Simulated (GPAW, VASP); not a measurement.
Given: the input of a run of GPAW 26.7.0 (ASE script) on SrO. 

run.py

```python
from ase.dft.bandgap import bandgap
from ase.io import read, write
from ase.units import GPa
from gpaw import GPAW, PW

atoms = read('POSCAR')

calc = GPAW(mode=PW(800),
            xc='PBE',
            kpts={'size': (9, 9, 9), 'gamma': True},
            occupations={'name': 'methfessel-paxton', 'order': 0, 'width': 0.05},
            nbands=16,
            convergence={'density': 1e-05, 'energy': 1e-05},
            maxiter=150,
            txt='gpaw.txt')
atoms.calc = calc
energy = atoms.get_potential_energy()
forces = atoms.get_forces()
stress = atoms.get_stress()
calc.write('gs.gpw')
write('result.traj', atoms)
print(f'Energy: {energy:.6f} eV')
print('Forces (eV/A):')
print(forces.round(4))
print('Stress (GPa):', (stress / GPa).round(3))
print('Fermi level:', round(calc.get_fermi_level(), 4), 'eV')
print(f'Gap: {bandgap(calc)[0]:.4f} eV, direct: {bandgap(calc, direct=True)[0]:.4f} eV')
```

Contents of POSCAR:

```
SrO
1.0
    0.0000000000      2.5663000000      2.5663000000
    2.5663000000      0.0000000000      2.5663000000
    2.5663000000      2.5663000000      0.0000000000
Sr O
1 1
Direct
    0.5000000000      0.5000000000      0.5000000000
    0.0000000000      0.0000000000      0.0000000000
```

Potentials or basis: GPAW PAW data sets (gpaw-data 1.2.1), pw.

The run is started by

```bash
$ OMP_NUM_THREADS=1 python run.py
```

Translate it to VASP 6.6.1. Potentials or basis there: PBE PAW files O, Sr_sv, 500 eV.

As run (cutoffs and basis follow the program's own potentials, and thresholds, step limits or extra output files can differ):

File INCAR:

```
ALGO = Fast ; EDIFF = 1E-6
ENCUT = 500 ; GGA = PE
ISIF = 2 ; ISMEAR = 0
LASPH = T ; LCHARG = F
LREAL = F ; LWAVE = F
NELM = 60 ; PREC = Accurate
SIGMA = 0.05
```

Contents of KPOINTS:

```
k-points
0
Gamma
  9 9 9
```

Contents of POSCAR:

```
SrO
1.0
    0.0000000000      2.5663000000      2.5663000000
    2.5663000000      0.0000000000      2.5663000000
    2.5663000000      2.5663000000      0.0000000000
Sr O
1 1
Direct
    0.5000000000      0.5000000000      0.5000000000
    0.0000000000      0.0000000000      0.0000000000
```

Potentials or basis: VASP PAW PBE potentials, release 64 (Sr_sv, O).

Launch:

```bash
$ cat potpaw_PBE.64/Sr_sv/POTCAR potpaw_PBE.64/O/POTCAR > POTCAR
$ mpirun -np 1 vasp_std > vasp.out
```

Both were run:

|  | GPAW | VASP |
| --- | --- | --- |
| Pressure | 3.8 GPa | 3.9 GPa |

Pressure is positive in compression.
